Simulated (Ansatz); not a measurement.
# ZnO: the change of smallest direct gap on path with volume per atom

Results calculated with Ansatz 0.2.0, not measured. Periodic Kohn-Sham DFT of a crystal at fixed atoms; Kohn-Sham levels at symmetry points; band -1 is the highest filled and +1 the lowest empty one at that point, spin up along a +z start moment.

Cell of the first row (space group P6_3mc, No. 186):
```
ZnO
1.0
      3.1831     0.0000     0.0000
     -1.5915     2.7566     0.0000
      0.0000     0.0000     5.0976
Zn O
2 2
Direct
  0.33333 0.66667 0.00000
  0.66667 0.33333 0.50000
  0.33333 0.66667 0.38210
  0.66667 0.33333 0.88210
```

Settings of every row: method all-electron LAPW; functional PBE; relativity scalar; k mesh 11x11x6; filling fermi-dirac; smearing width 0.02 eV; basis error target 0.5 meV/atom; nucleus gaussian.

Atom start moment: 0 on all atoms.

Limits: semilocal functionals tend to give too small a gap.

| row | volume per atom (Å³) | smallest direct gap on path (eV) | band gap (eV) |
| --- | --- | --- | --- |
| 1 | 11.182 | 0.911 | 0.911 |
| 2 | 11.42 | 0.88 | 0.88 |
| 3 | 11.658 | 0.85 | 0.85 |
| 4 | 11.777 | 0.836 | 0.836 |
| 5 | 11.896 | ? | ? |
| 6 | 12.015 | 0.806 | 0.806 |
| 7 | 12.134 | 0.791 | 0.791 |
| 8 | 12.372 | 0.762 | 0.762 |
| 9 | 12.61 | 0.733 | 0.733 |

Question: what smallest direct gap on path should row 5 give?

Worked fit of smallest direct gap on path. Take t = volume per atom − 12, in Å³. The shown rows have t = -0.818, -0.58, -0.342, -0.223, 0.015, 0.134, 0.372, 0.61. Their means are -0.104 and 0.8211 eV; the sums about the means are S_tt = 1.614 and S_ty = -0.2009, whose ratio is the slope. Least squares give smallest direct gap on path = 0.8082 − 0.1244 × t eV. The rows lie off it by 0.001, 0.000, -0.001, 0.000, 0.000, -0.001, 0.000, 0.001. The withheld row has t = -0.104, so the fit gives 0.8082 − 0.1244 × (-0.104) = 0.821 eV.

The calculation gave 0.821 eV. The fit meets it to the printed digit.

The other values of row 5: band gap 0.821 eV.
